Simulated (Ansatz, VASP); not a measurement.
# Two plane-wave programs on S

```
CELL_PARAMETERS angstrom
1.63850 0.94599 0.86133
-1.63850 0.94599 0.86133
0.00000 -1.89198 0.86133
ATOMIC_POSITIONS crystal
S 0.00000 0.00000 0.00000
```

This isn't the form of S at room conditions, which is orthorhombic, of S8 rings.

Alike in both runs: task relaxation of cell and atoms; functional PBEsol; k mesh 8 × 8 × 8; occupations methfessel-paxton of order 1, width 0.02 eV; no spin polarisation.

|  | VASP | Ansatz |
| --- | --- | --- |
| version | VASP 6.6.1 | Ansatz 0.2.0 |
| potentials or method | VASP PAW PBE potentials, release 64 (S) | plane waves, PAW |
| plane-wave cutoff (eV) | 600 | 420 |
| valence electrons in the cell | 6 | 6 |

Ansatz gave:

- relaxed volume (Å³/atom): 16.51
- relaxed cell length with the largest relative difference (Å): 2.552
- energy change over the relaxation (meV/atom): -2996

Problem. What did VASP give for the same quantities?

Solution. Relaxed volume (Å³/atom): 16.44; relaxed cell length with the largest relative difference (Å): 2.551; energy change over the relaxation (meV/atom): -2990.

Caveats: the k mesh is coarse (spacing up to 0.41 Å⁻¹), so the values aren't converged; the volume moved by over 15 % at a fixed basis, so the end points are rough; the PAW data sets were made with another functional, which shifts forces and pressure a little (VASP); the volume moved by +105 % from the deposited cell, more than functionals usually miss. Zero-point motion and thermal expansion aren't in these numbers.
